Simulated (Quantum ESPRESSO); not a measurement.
## BN: equation of state with AM05

**Measured values to compare with.**

From “Effect of nanostructuration on compressibility of cubic BN”, 2012, arxiv:1208.3664, for a bulk crystal of BN at 300 K: bulk modulus 395 ± 2 GPa.

Crystal: BN.

```
N B
1.0
     0.00000    1.81300    1.81300
     1.81300    0.00000    1.81300
     1.81300    1.81300    0.00000
N B
1 1
Direct
  0.25000 0.25000 0.25000
  0.00000 0.00000 0.00000
```

The cell is a database's computed one.

```
Program             : Quantum ESPRESSO 7.5
Task                : equation of state
Functional          : AM05
Potentials or basis : PseudoDojo 0.4.1 SR PBE standard
Cutoff              : 1143 eV
Density cutoff      : 4572 eV
k mesh              : 13 × 13 × 13
Occupations         : fermi-dirac, width 0.05 eV
Spin                : no spin polarisation
```

```yaml
Equilibrium_volume: 5.86 Å³/atom
Bulk_modulus: 385 GPa
Pressure_derivative_of_the_bulk_modulus: 3.7
```

Energy against volume, from the lowest point:
```tsv
volume (Å³/atom)	energy (meV/atom)
5.602	14.31
5.721	3.90
5.840	0.00
5.959	2.00
6.078	9.38
6.198	21.65
6.317	38.36
```

All runs of the series together: 32 s on 1 thread of Intel(R) Xeon(R) 6985P-C CPU @ 2.30GHz (Granite Rapids) (shared host).

Measured bulk modulus of BN: 395 GPa (300 K; quoted in “Effect of nanostructuration on compressibility of cubic BN”, 2012, arxiv:1208.3664). This calculation gives 385 GPa (-2.6 %). The fit is for a static lattice scaled at fixed shape and fixed fractional positions.

Caveat: the potentials were made for another functional, which shifts forces and pressure.
